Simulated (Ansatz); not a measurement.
input.yaml

```yaml
crystal:
  lattice:
    - [8.6425817921, 0.0, 0.0]
    - [-2.160645448, 3.7423476931, 0.0]
    - [0.0, 0.0, 22.9387182941]
  atoms:
    - { symbol: Sb, position: [0.5, 0.0, 0.3269581109] }
    - { symbol: Sb, position: [0.0, 0.0, 0.3269581109] }
    - { symbol: Ga, position: [0.1666666667, 0.6666666667, 0.365411864] }
    - { symbol: Ga, position: [0.6666666667, 0.6666666667, 0.365411864] }
    - { symbol: Sb, position: [0.6566071373, 0.6481468468, 0.487773828] }
    - { symbol: Sb, position: [0.1668048278, 0.6736531061, 0.4846880385] }
    - { symbol: Ga, position: [0.3358939583, 0.3419803694, 0.5222543653] }
    - { symbol: Ga, position: [0.8371917221, 0.327857171, 0.5213859203] }
    - { symbol: Sb, position: [0.785633921, 0.3225621061, 0.6244835616] }
    - { symbol: Sb, position: [0.245388709, 0.2131281053, 0.6462211999] }
    - { symbol: Ga, position: [0.5386346043, 0.0410257971, 0.6743927177] }
    - { symbol: Ga, position: [0.0076967173, -0.0266491942, 0.6802004251] }
basis:
  ecutwfc: 420
kpoints:
  mp_grid: { grid: [5, 9, 1] }
hamiltonian:
  xc: pbesol
scf:
  occupations: { method: gaussian, width: 0.1 }
output:
  forces: true
  eigenvalues: true
  write_density: true
  write_potential: true
  elf: true
  volumetric_format: npy
relax:
  adjacent_minimum: "off"
  f_tol: 0.02
  max_steps: 90
  constraints: [{ sites: [0, 1, 2, 3] }]
efield:
  axis: 3
  dipole_correction: true
  ramp_width: 0.04
```

Command:
```bash
ansatz run input.yaml --threads 4 --pin off --max-ram 10240MiB --backend cpu --events-out ev --progress --plain --runs-dir out
```

These are results of DFT PBEsol, scalar-relativistic, plane waves, PAW (Ansatz), not measurements.

Abridged output (iterations and final results):

```
SCF iter   1: F=—  HF=-60899.657998 eV  |F-HF|=—  |Δ(HF+E_count)|=         —  Δρ=3.24e-3  dr2=1.39e0  ethr=1.77e-3  p=0.162 e·Å  D=3.95e-2 V/Å  ΔV_dip=-0.91 eV  dr2_dipole=7.61e-1  V_vac-E_F(+/−)=4.31/5.22 eV  ⟨swp⟩=6.8  Hψ=9858  notcnv=0  defer=34
efield: sawtooth ramp at fractional position 0.9836 (placed from the atoms, in the widest stretch of the axis that holds none; the zero of the levels goes with the place), width 0.0400; the density the first Hamiltonian is built on has a dipole p = 0.162 e·Å; the dipole correction subtracts the counter field D = 3.95e-2 V/Å, which shifts the + side's vacuum level by -0.91 eV against the − side's; the planar-averaged density in the ramp window peaks in size at 5.9e-5 e/Å³
SCF iter   2: F=—  HF=-60899.711853 eV  |F-HF|=—  |Δ(HF+E_count)|=   5.39e-2  Δρ=4.21e-3  dr2=4.02e0  ethr=8.26e-4  p=0.230 e·Å  D=5.62e-2 V/Å  ΔV_dip=-1.29 eV  dr2_dipole=2.68e0  V_vac-E_F(+/−)=4.20/5.49 eV  ⟨swp⟩=2.1  Hψ=2851  notcnv=0  defer=217  recentre
SCF iter   3: F=—  HF=-60899.611660 eV  |F-HF|=—  |Δ(HF+E_count)|=   1.00e-1  Δρ=1.26e-3  dr2=1.91e-1  ethr=8.26e-4  p=0.168 e·Å  D=4.11e-2 V/Å  ΔV_dip=-0.94 eV  dr2_dipole=1.02e-1  V_vac-E_F(+/−)=4.31/5.25 eV  ⟨swp⟩=2.0  Hψ=2416  notcnv=0  defer=210
SCF iter   4: F=—  HF=-60899.609571 eV  |F-HF|=—  |Δ(HF+E_count)|=   2.09e-3  Δρ=4.67e-4  dr2=2.75e-3  ethr=1.14e-4  p=0.168 e·Å  D=4.09e-2 V/Å  ΔV_dip=-0.94 eV  dr2_dipole=2.38e-4  V_vac-E_F(+/−)=4.31/5.25 eV  ⟨swp⟩=1.3  Hψ=2688  notcnv=0  defer=173
SCF iter   5: F=—  HF=-60899.608688 eV  |F-HF|=—  |Δ(HF+E_count)|=   8.83e-4  Δρ=1.55e-4  dr2=1.52e-3  ethr=1.64e-6  p=0.167 e·Å  D=4.08e-2 V/Å  ΔV_dip=-0.94 eV  dr2_dipole=9.39e-4  V_vac-E_F(+/−)=4.32/5.26 eV  ⟨swp⟩=2.0  Hψ=4045  notcnv=0  defer=173
SCF iter   6: F=—  HF=-60899.608648 eV  |F-HF|=—  |Δ(HF+E_count)|=   4.00e-5  Δρ=6.75e-5  dr2=1.93e-4  ethr=9.06e-7  p=0.166 e·Å  D=4.06e-2 V/Å  ΔV_dip=-0.93 eV  dr2_dipole=1.12e-4  V_vac-E_F(+/−)=4.33/5.26 eV  ⟨swp⟩=2.0  Hψ=2276  notcnv=0  defer=177
SCF iter   7: F=-60899.608632 eV  HF=-60899.608638 eV  |F-HF|=5.68e-6  |Δ(HF+E_count)|=   1.05e-5  Δρ=2.35e-5  dr2=6.93e-6  ethr=5.95e-9  p=0.166 e·Å  D=4.04e-2 V/Å  ΔV_dip=-0.93 eV  dr2_dipole=2.49e-6  V_vac-E_F(+/−)=4.33/5.26 eV  ⟨swp⟩=21.7  Hψ=24431  notcnv=0
SCF iter   8: F=-60899.608638 eV  HF=-60899.608639 eV  |F-HF|=8.90e-7  |Δ(HF+E_count)|=   1.09e-6  Δρ=8.29e-6  dr2=1.45e-6  ethr=4.13e-9  p=0.166 e·Å  D=4.04e-2 V/Å  ΔV_dip=-0.93 eV  dr2_dipole=5.10e-7  V_vac-E_F(+/−)=4.33/5.26 eV  ⟨swp⟩=12.8  Hψ=19098  notcnv=0
SCF 1 converged in 8 iterations: F = -60899.608638 eV  dr2 = 1.45e-6
relax step   1: F+E_penalty+E_count = -60899.60863785 eV  Δ(F+E_penalty+E_count) = +0.000e0 eV  max|allowed force component| = 1.325e1 eV/Å  Δτ_max = 0.0000 Å  (8 SCF iters, dr2 threshold 1.00e-5 eV, accepted)
Initial density: handed on by an earlier stage of this run
Initial wavefunctions: those handed on with the density
SCF iter   1: F=—  HF=-60903.905415 eV  |F-HF|=—  |Δ(HF+E_count)|=         —  Δρ=4.77e-3  dr2=2.81e-1  ethr=1.68e-4  p=0.166 e·Å  D=4.04e-2 V/Å  ΔV_dip=-0.93 eV  dr2_dipole=5.24e-2  V_vac-E_F(+/−)=4.28/5.21 eV  ⟨swp⟩=1.0  Hψ=9945  notcnv=0  defer=188
efield: sawtooth ramp at fractional position 0.9836 (handed on by an earlier solve), width 0.0400; the density the first Hamiltonian is built on has a dipole p = 0.166 e·Å; the dipole correction subtracts the counter field D = 4.04e-2 V/Å, which shifts the + side's vacuum level by -0.93 eV against the − side's; the planar-averaged density in the ramp window peaks in size at 6.1e-6 e/Å³
SCF iter   2: F=—  HF=-60903.875710 eV  |F-HF|=—  |Δ(HF+E_count)|=   2.97e-2  Δρ=2.75e-3  dr2=9.40e-2  ethr=1.67e-4  p=0.187 e·Å  D=4.55e-2 V/Å  ΔV_dip=-1.04 eV  dr2_dipole=3.73e-4  V_vac-E_F(+/−)=4.17/5.22 eV  ⟨swp⟩=2.9  Hψ=4301  notcnv=0  defer=188
SCF iter   3: F=—  HF=-60903.854057 eV  |F-HF|=—  |Δ(HF+E_count)|=   2.17e-2  Δρ=9.52e-4  dr2=1.16e-2  ethr=5.59e-5  p=0.183 e·Å  D=4.47e-2 V/Å  ΔV_dip=-1.03 eV  dr2_dipole=6.80e-4  V_vac-E_F(+/−)=4.20/5.22 eV  ⟨swp⟩=2.0  Hψ=4404  notcnv=0  defer=195
SCF iter   4: F=—  HF=-60903.850565 eV  |F-HF|=—  |Δ(HF+E_count)|=   3.49e-3  Δρ=2.95e-4  dr2=1.40e-3  ethr=6.91e-6  p=0.184 e·Å  D=4.48e-2 V/Å  ΔV_dip=-1.03 eV  dr2_dipole=9.50e-5  V_vac-E_F(+/−)=4.19/5.21 eV  ⟨swp⟩=2.0  Hψ=3957  notcnv=0  defer=195
SCF iter   5: F=—  HF=-60903.850514 eV  |F-HF|=—  |Δ(HF+E_count)|=   5.13e-5  Δρ=1.60e-4  dr2=4.81e-4  ethr=8.31e-7  p=0.185 e·Å  D=4.50e-2 V/Å  ΔV_dip=-1.03 eV  dr2_dipole=7.81e-5  V_vac-E_F(+/−)=4.18/5.22 eV  ⟨swp⟩=2.0  Hψ=3949  notcnv=0  defer=195
SCF iter   6: F=-60903.850373 eV  HF=-60903.850447 eV  |F-HF|=7.31e-5  |Δ(HF+E_count)|=   6.72e-5  Δρ=6.65e-5  dr2=9.56e-5  ethr=5.95e-8  p=0.185 e·Å  D=4.51e-2 V/Å  ΔV_dip=-1.03 eV  dr2_dipole=6.69e-6  V_vac-E_F(+/−)=4.18/5.21 eV  ⟨swp⟩=20.9  Hψ=25443  notcnv=0
SCF 2 converged in 6 iterations: F = -60903.850373 eV  dr2 = 9.56e-5
relax step   2: F+E_penalty+E_count = -60903.85037339 eV  Δ(F+E_penalty+E_count) = -4.242e0 eV  max|allowed force component| = 3.580e0 eV/Å  Δτ_max = 0.1949 Å  (6 SCF iters, dr2 threshold 1.00e-4 eV, accepted)
SCF iter   1: F=—  HF=-60905.386831 eV  |F-HF|=—  |Δ(HF+E_count)|=         —  Δρ=4.26e-3  dr2=9.95e-1  ethr=1.92e-3  p=0.185 e·Å  D=4.51e-2 V/Å  ΔV_dip=-1.03 eV  dr2_dipole=6.38e-1  V_vac-E_F(+/−)=4.08/5.11 eV  ⟨swp⟩=4.2  Hψ=6046  notcnv=0  defer=167
efield: sawtooth ramp at fractional position 0.9836 (handed on by an earlier solve), width 0.0400; the density the first Hamiltonian is built on has a dipole p = 0.185 e·Å; the dipole correction subtracts the counter field D = 4.51e-2 V/Å, which shifts the + side's vacuum level by -1.03 eV against the − side's; the planar-averaged density in the ramp window peaks in size at 4.0e-6 e/Å³
SCF iter   2: F=—  HF=-60905.363531 eV  |F-HF|=—  |Δ(HF+E_count)|=   2.33e-2  Δρ=2.41e-3  dr2=7.03e-1  ethr=5.92e-4  p=0.272 e·Å  D=6.62e-2 V/Å  ΔV_dip=-1.52 eV  dr2_dipole=4.72e-1  V_vac-E_F(+/−)=3.84/5.36 eV  ⟨swp⟩=2.1  Hψ=2860  notcnv=0  defer=197
SCF iter   3: F=—  HF=-60905.339208 eV  |F-HF|=—  |Δ(HF+E_count)|=   2.43e-2  Δρ=5.90e-4  dr2=2.10e-2  ethr=4.19e-4  p=0.229 e·Å  D=5.58e-2 V/Å  ΔV_dip=-1.28 eV  dr2_dipole=1.36e-2  V_vac-E_F(+/−)=3.93/5.21 eV  ⟨swp⟩=1.8  Hψ=2154  notcnv=0  defer=197
SCF iter   4: F=—  HF=-60905.338720 eV  |F-HF|=—  |Δ(HF+E_count)|=   4.88e-4  Δρ=2.47e-4  dr2=2.39e-3  ethr=1.25e-5  p=0.235 e·Å  D=5.73e-2 V/Å  ΔV_dip=-1.32 eV  dr2_dipole=1.31e-3  V_vac-E_F(+/−)=3.90/5.22 eV  ⟨swp⟩=2.0  Hψ=2892  notcnv=0  defer=192
SCF iter   5: F=—  HF=-60905.338502 eV  |F-HF|=—  |Δ(HF+E_count)|=   2.18e-4  Δρ=1.12e-4  dr2=2.16e-4  ethr=1.42e-6  p=0.237 e·Å  D=5.78e-2 V/Å  ΔV_dip=-1.33 eV  dr2_dipole=3.89e-6  V_vac-E_F(+/−)=3.90/5.23 eV  ⟨swp⟩=2.0  Hψ=3289  notcnv=0  defer=192
SCF iter   6: F=—  HF=-60905.338494 eV  |F-HF|=—  |Δ(HF+E_count)|=   7.94e-6  Δρ=5.96e-5  dr2=1.16e-4  ethr=1.28e-7  p=0.238 e·Å  D=5.80e-2 V/Å  ΔV_dip=-1.33 eV  dr2_dipole=3.65e-5  V_vac-E_F(+/−)=3.89/5.22 eV  ⟨swp⟩=2.0  Hψ=3382  notcnv=0  defer=192
   ...
SCF iter   2: F=—  HF=-60905.932473 eV  |F-HF|=—  |Δ(HF+E_count)|=   2.40e-4  Δρ=1.02e-4  dr2=1.11e-4  ethr=1.33e-6  p=0.212 e·Å  D=5.17e-2 V/Å  ΔV_dip=-1.19 eV  dr2_dipole=2.17e-6  V_vac-E_F(+/−)=4.10/5.28 eV  ⟨swp⟩=2.0  Hψ=3776  notcnv=0  defer=209
SCF iter   3: F=—  HF=-60905.932466 eV  |F-HF|=—  |Δ(HF+E_count)|=   7.35e-6  Δρ=5.11e-5  dr2=3.66e-5  ethr=6.58e-8  p=0.212 e·Å  D=5.17e-2 V/Å  ΔV_dip=-1.19 eV  dr2_dipole=7.73e-7  V_vac-E_F(+/−)=4.10/5.28 eV  ⟨swp⟩=2.1  Hψ=4063  notcnv=0  defer=209
SCF iter   4: F=—  HF=-60905.932485 eV  |F-HF|=—  |Δ(HF+E_count)|=   1.86e-5  Δρ=1.07e-5  dr2=2.19e-6  ethr=2.18e-8  p=0.212 e·Å  D=5.17e-2 V/Å  ΔV_dip=-1.18 eV  dr2_dipole=5.29e-7  V_vac-E_F(+/−)=4.10/5.28 eV  ⟨swp⟩=2.0  Hψ=4048  notcnv=0  defer=209
SCF iter   5: F=—  HF=-60905.932485 eV  |F-HF|=—  |Δ(HF+E_count)|=   6.42e-8  Δρ=3.48e-6  dr2=2.52e-7  ethr=1.30e-9  p=0.212 e·Å  D=5.17e-2 V/Å  ΔV_dip=-1.18 eV  dr2_dipole=7.83e-8  V_vac-E_F(+/−)=4.10/5.28 eV  ⟨swp⟩=2.0  Hψ=3367  notcnv=0  defer=209
SCF iter   6: F=-60905.932485 eV  HF=-60905.932485 eV  |F-HF|=5.01e-8  |Δ(HF+E_count)|=   1.20e-7  Δρ=1.85e-6  dr2=6.83e-8  ethr=5.95e-11  p=0.212 e·Å  D=5.16e-2 V/Å  ΔV_dip=-1.18 eV  dr2_dipole=1.22e-8  V_vac-E_F(+/−)=4.10/5.28 eV  ⟨swp⟩=18.2  Hψ=19614  notcnv=0
SCF 11 converged in 6 iterations: F = -60905.932485 eV  dr2 = 6.83e-8
relax step  11: F+E_penalty+E_count = -60905.93248459 eV  Δ(F+E_penalty+E_count) = -6.848e-4 eV  max|allowed force component| = 5.390e-3 eV/Å  Δτ_max = 0.0211 Å  (6 SCF iters, accepted)
SCF iter   1: F=—  HF=-60905.932950 eV  |F-HF|=—  |Δ(HF+E_count)|=         —  Δρ=6.64e-4  dr2=1.65e-3  ethr=9.75e-6  p=0.212 e·Å  D=5.16e-2 V/Å  ΔV_dip=-1.18 eV  dr2_dipole=4.63e-7  V_vac-E_F(+/−)=4.10/5.28 eV  ⟨swp⟩=3.0  Hψ=5275  notcnv=0  defer=209
efield: sawtooth ramp at fractional position 0.9836 (handed on by an earlier solve), width 0.0400; the density the first Hamiltonian is built on has a dipole p = 0.212 e·Å; the dipole correction subtracts the counter field D = 5.16e-2 V/Å, which shifts the + side's vacuum level by -1.18 eV against the − side's; the planar-averaged density in the ramp window peaks in size at 8.9e-6 e/Å³
SCF iter   2: F=—  HF=-60905.932707 eV  |F-HF|=—  |Δ(HF+E_count)|=   2.44e-4  Δρ=1.02e-4  dr2=1.26e-4  ethr=9.85e-7  p=0.212 e·Å  D=5.16e-2 V/Å  ΔV_dip=-1.18 eV  dr2_dipole=6.83e-6  V_vac-E_F(+/−)=4.10/5.28 eV  ⟨swp⟩=2.0  Hψ=3842  notcnv=0  defer=209
SCF iter   3: F=—  HF=-60905.932696 eV  |F-HF|=—  |Δ(HF+E_count)|=   1.04e-5  Δρ=5.29e-5  dr2=5.52e-5  ethr=7.48e-8  p=0.211 e·Å  D=5.16e-2 V/Å  ΔV_dip=-1.18 eV  dr2_dipole=2.52e-8  V_vac-E_F(+/−)=4.10/5.28 eV  ⟨swp⟩=2.5  Hψ=4086  notcnv=0  defer=209
SCF iter   4: F=—  HF=-60905.932713 eV  |F-HF|=—  |Δ(HF+E_count)|=   1.70e-5  Δρ=1.08e-5  dr2=1.24e-6  ethr=3.29e-8  p=0.211 e·Å  D=5.16e-2 V/Å  ΔV_dip=-1.18 eV  dr2_dipole=4.00e-8  V_vac-E_F(+/−)=4.10/5.28 eV  ⟨swp⟩=2.0  Hψ=4013  notcnv=0  defer=209
SCF iter   5: F=—  HF=-60905.932713 eV  |F-HF|=—  |Δ(HF+E_count)|=   8.42e-8  Δρ=3.15e-6  dr2=1.26e-7  ethr=7.36e-10  p=0.211 e·Å  D=5.16e-2 V/Å  ΔV_dip=-1.18 eV  dr2_dipole=2.79e-9  V_vac-E_F(+/−)=4.10/5.28 eV  ⟨swp⟩=2.3  Hψ=4076  notcnv=0  defer=209
SCF iter   6: F=-60905.932713 eV  HF=-60905.932713 eV  |F-HF|=1.70e-8  |Δ(HF+E_count)|=   7.32e-8  Δρ=1.27e-6  dr2=1.60e-8  ethr=5.95e-11  p=0.211 e·Å  D=5.16e-2 V/Å  ΔV_dip=-1.18 eV  dr2_dipole=1.08e-10  V_vac-E_F(+/−)=4.10/5.28 eV  ⟨swp⟩=18.0  Hψ=19450  notcnv=0
SCF 12 converged in 6 iterations: F = -60905.932713 eV  dr2 = 1.60e-8
relax step  12: F+E_penalty+E_count = -60905.93271345 eV  Δ(F+E_penalty+E_count) = -2.289e-4 eV  max|allowed force component| = 7.500e-3 eV/Å  Δτ_max = 0.0229 Å  (6 SCF iters, accepted)
SCF iter   1: F=—  HF=-60905.933032 eV  |F-HF|=—  |Δ(HF+E_count)|=         —  Δρ=6.41e-4  dr2=1.59e-3  ethr=9.42e-6  p=0.211 e·Å  D=5.16e-2 V/Å  ΔV_dip=-1.18 eV  dr2_dipole=2.78e-5  V_vac-E_F(+/−)=4.09/5.28 eV  ⟨swp⟩=3.0  Hψ=4728  notcnv=0  defer=209
efield: sawtooth ramp at fractional position 0.9836 (handed on by an earlier solve), width 0.0400; the density the first Hamiltonian is built on has a dipole p = 0.211 e·Å; the dipole correction subtracts the counter field D = 5.16e-2 V/Å, which shifts the + side's vacuum level by -1.18 eV against the − side's; the planar-averaged density in the ramp window peaks in size at 8.9e-6 e/Å³
SCF iter   2: F=—  HF=-60905.932808 eV  |F-HF|=—  |Δ(HF+E_count)|=   2.24e-4  Δρ=9.69e-5  dr2=1.22e-4  ethr=9.48e-7  p=0.212 e·Å  D=5.16e-2 V/Å  ΔV_dip=-1.18 eV  dr2_dipole=1.14e-5  V_vac-E_F(+/−)=4.09/5.28 eV  ⟨swp⟩=2.0  Hψ=3846  notcnv=0  defer=209
SCF iter   3: F=—  HF=-60905.932801 eV  |F-HF|=—  |Δ(HF+E_count)|=   6.26e-6  Δρ=5.01e-5  dr2=5.37e-5  ethr=7.24e-8  p=0.211 e·Å  D=5.15e-2 V/Å  ΔV_dip=-1.18 eV  dr2_dipole=9.45e-8  V_vac-E_F(+/−)=4.10/5.28 eV  ⟨swp⟩=2.3  Hψ=4084  notcnv=0  defer=209
SCF iter   4: F=—  HF=-60905.932820 eV  |F-HF|=—  |Δ(HF+E_count)|=   1.81e-5  Δρ=1.01e-5  dr2=1.06e-6  ethr=3.20e-8  p=0.211 e·Å  D=5.15e-2 V/Å  ΔV_dip=-1.18 eV  dr2_dipole=6.55e-8  V_vac-E_F(+/−)=4.10/5.28 eV  ⟨swp⟩=2.0  Hψ=4017  notcnv=0  defer=209
SCF iter   5: F=—  HF=-60905.932820 eV  |F-HF|=—  |Δ(HF+E_count)|=   5.64e-8  Δρ=2.96e-6  dr2=1.06e-7  ethr=5.95e-11  p=0.211 e·Å  D=5.15e-2 V/Å  ΔV_dip=-1.18 eV  dr2_dipole=2.13e-9  V_vac-E_F(+/−)=4.10/5.28 eV  ⟨swp⟩=18.7  Hψ=21771  notcnv=0
SCF iter   6: F=-60905.932820 eV  HF=-60905.932820 eV  |F-HF|=1.34e-8  |Δ(HF+E_count)|=   8.71e-8  Δρ=1.37e-6  dr2=1.87e-8  ethr=5.95e-11  p=0.211 e·Å  D=5.15e-2 V/Å  ΔV_dip=-1.18 eV  dr2_dipole=3.95e-11  V_vac-E_F(+/−)=4.10/5.28 eV  ⟨swp⟩=11.1  Hψ=16854  notcnv=0
SCF 13 converged in 6 iterations: F = -60905.932820 eV  dr2 = 1.87e-8
relax step  13: F+E_penalty+E_count = -60905.93281969 eV  Δ(F+E_penalty+E_count) = -1.062e-4 eV  max|allowed force component| = 4.937e-3 eV/Å  Δτ_max = 0.0230 Å  (6 SCF iters, accepted)
WARN: The output density's exchange-correlation potential varies sharply where the density is thin. Do not read a vacuum level from v_tot or v_xc, or from such a field of the output density. On a cell that repeats whose density bears no net charge and no dipole along the vacuum's axis use v_es (v_loc + v_h of the components); under efield.dipole_correction with no amplitude use v_es + v_field, which holds any external_charges[].barrier, or the levels of the report's work_function block, which leave it out; under a non-zero efield.amplitude the vacuum is tilted and has no level; on a cell that repeats and bears such a dipole with no correction it is tilted too, and efield.dipole_correction wi ...
SCF converged after 6 iterations
Free energy (F): -60905.932820 eV
Harris-Foulkes:  -60905.932820 eV  (|F-HF|=1.34e-8)
Internal energy: -60905.909251 eV  (E = F + TS)
E sigma→0 (E₀):  -60905.921035 eV
Entropy (-TS):   -0.023569 eV (-1.964 meV/atom)
Fermi energy:    0.895193 eV
Dipole field:    D = 0.051541 V/Å  (p = 0.211322 e·Å, saw-weighted, corrected)
Work function:   Φ+ = 4.0951 eV   Φ− = 5.2773 eV
Levels:          The Fermi level and band energies are counted from a zero that moves with the ramp; work functions are not
--- Per-component energies (eV) ---
  E_band       = -2662.729594
  E_kinetic    = 1935.131465
  E_local      = -115552.514705  (includes V_loc(G=0)·N_el)
  E_nonlocal   = 4733.843949
  E_hartree    = 56281.549728
  E_xc         = -1232.034623
  E_vxc        = -922.439153  (∫ρ·V_xc dr)
  E_paw        = -38687.684444  (= ΣΔE_a)
  E_vpaw       = -5420.545881  (= ΣTr[D̂ρ^β])
  E_aug_tail   = -0.000690  (compensation charges beyond the density's cutoff)
  E_efield     = 0.005446  (sawtooth field / dipole correction)
  E_vefield    = 0.699444  (∫n·V_field dr)
  E_ewald      = 31608.625615
  E_core_change = 7.169009  (= ΣΔE_core)
  E_smearing   = -0.023569  (= −TS)
--- Forces (eV/Å), atoms counted from 1 ---
  atom   1  Sb     0.00318239     0.00458676    -0.05984813
  atom   2  Sb    -0.00022433     0.00252454    -0.04070857
  atom   3  Ga     0.00338477    -0.00099359     0.03940852
  atom   4  Ga    -0.00780908    -0.00705693     0.05600553
  atom   5  Sb    -0.00278350    -0.00105193     0.00147495
  atom   6  Sb     0.00232151     0.00056403     0.00355247
  atom   7  Ga     0.00054381     0.00069460    -0.00257066
  atom   8  Ga     0.00105015    -0.00015913    -0.00283507
  atom   9  Sb     0.00115994     0.00420165     0.00493673
  atom  10  Sb    -0.00042486    -0.00105538    -0.00025633
  atom  11  Ga    -0.00207105     0.00003269     0.00084013
  atom  12  Ga     0.00167115    -0.00228774    -0.00001664
--- Band table (eV; the first three rows and the last of 23) ---
  k-point 0: bands = ["-27.9793", "-27.9615", "-27.9547", "-27.9514", "-27.9444", "-27.9325", "-27.9288", "-27.9033", "-27.8835", "-27.8777", "-27.7086", "-27.6985", "-27.6966", "-27.6945", "-27.6921", "-27.6910", "-27.6830", "-27.6800", "-27.6742", "-27.6712", "-27.1172", "-27.1161", "-27.1139", "-27.1102", "-27.0679", "-27.0660", "-27.0605", "-27.0596", "-27.0575", "-27.0490", "-14.5643", "-14.4979", "-14.4939", "-14.4394", "-14.4267", "-14.0172", "-14.0103", "-13.9875", "-13.9734", "-13.9726", "-13.9673", "-13.9417", "-13.9353", "-13.9353", "-13.9252", "-13.8745", "-13.8404", "-13.8334", "-13.8136", "-13.8116", "-13.5630", "-13.5529", "-13.5347", "-13.5167", "-13.5160", "-13.5120", "-13.4 ...
  k-point 1: bands = ["-27.9788", "-27.9617", "-27.9549", "-27.9513", "-27.9444", "-27.9325", "-27.9288", "-27.9035", "-27.8830", "-27.8778", "-27.7083", "-27.6983", "-27.6967", "-27.6943", "-27.6923", "-27.6908", "-27.6831", "-27.6797", "-27.6741", "-27.6713", "-27.1168", "-27.1161", "-27.1135", "-27.1105", "-27.0678", "-27.0661", "-27.0605", "-27.0598", "-27.0573", "-27.0489", "-14.5627", "-14.4979", "-14.4945", "-14.4403", "-14.4266", "-14.0163", "-14.0092", "-13.9878", "-13.9755", "-13.9721", "-13.9681", "-13.9408", "-13.9359", "-13.9345", "-13.9260", "-13.8735", "-13.8433", "-13.8325", "-13.8128", "-13.8118", "-13.5615", "-13.5518", "-13.5350", "-13.5188", "-13.5156", "-13.5128", "-13.4 ...
  k-point 2: bands = ["-27.9775", "-27.9623", "-27.9553", "-27.9509", "-27.9444", "-27.9324", "-27.9286", "-27.9039", "-27.8816", "-27.8781", "-27.7076", "-27.6981", "-27.6971", "-27.6937", "-27.6927", "-27.6900", "-27.6835", "-27.6792", "-27.6738", "-27.6716", "-27.1164", "-27.1157", "-27.1123", "-27.1112", "-27.0677", "-27.0665", "-27.0604", "-27.0600", "-27.0568", "-27.0486", "-14.5587", "-14.4986", "-14.4955", "-14.4434", "-14.4256", "-14.0146", "-14.0070", "-13.9885", "-13.9809", "-13.9710", "-13.9686", "-13.9395", "-13.9372", "-13.9323", "-13.9271", "-13.8711", "-13.8493", "-13.8310", "-13.8141", "-13.8088", "-13.5581", "-13.5502", "-13.5356", "-13.5246", "-13.5149", "-13.5134", "-13.4 ...
  k-point 22: bands = ["-27.9787", "-27.9617", "-27.9549", "-27.9511", "-27.9444", "-27.9325", "-27.9288", "-27.9035", "-27.8830", "-27.8778", "-27.7083", "-27.6983", "-27.6966", "-27.6942", "-27.6923", "-27.6908", "-27.6832", "-27.6798", "-27.6741", "-27.6714", "-27.1168", "-27.1157", "-27.1133", "-27.1110", "-27.0678", "-27.0661", "-27.0605", "-27.0597", "-27.0572", "-27.0490", "-14.5626", "-14.4979", "-14.4945", "-14.4402", "-14.4266", "-14.0161", "-14.0077", "-13.9868", "-13.9782", "-13.9716", "-13.9681", "-13.9402", "-13.9364", "-13.9333", "-13.9277", "-13.8736", "-13.8433", "-13.8324", "-13.8128", "-13.8118", "-13.5598", "-13.5531", "-13.5325", "-13.5217", "-13.5155", "-13.5126", "-13. ...
--- Relaxed structure (13 steps of the walk, 11 accepted, 0 SCFs on fresh bases) ---
  F+E_penalty+E_count = -60905.93281969 eV   max|allowed force component| = 4.937e-3 eV/Å
  atoms:
    - { symbol: Sb, position: [0.5, 0.0, 0.3269581109] }
    - { symbol: Sb, position: [0.0, 0.0, 0.3269581109] }
    - { symbol: Ga, position: [0.1666666667, 0.66666666, 0.365411864] }
    - { symbol: Ga, position: [0.66666666, 0.66666666, 0.365411864] }
    - { symbol: Sb, position: [0.66643409, 0.66626214, 0.48392078] }
    - { symbol: Sb, position: [0.17088081, 0.67066975, 0.48303818] }
    - { symbol: Ga, position: [0.33271356, 0.33247648, 0.52302065] }
    - { symbol: Ga, position: [0.83771455, 0.33756139, 0.51896372] }
    - { symbol: Sb, position: [0.85295059, 0.35237455, 0.63770245] }
    - { symbol: Sb, position: [0.31131121, 0.31076110, 0.64208569] }
    - { symbol: Ga, position: [0.50763668, 0.00704145, 0.65128557] }
    - { symbol: Ga, position: [-0.01849264, -0.01896440, 0.69198095] }
```

The relaxation met its thresholds.

Time: 22 min on 4 threads of AMD EPYC 7R43 64-Core Processor (Zen 3) (shared host), peak memory 2.6 GiB.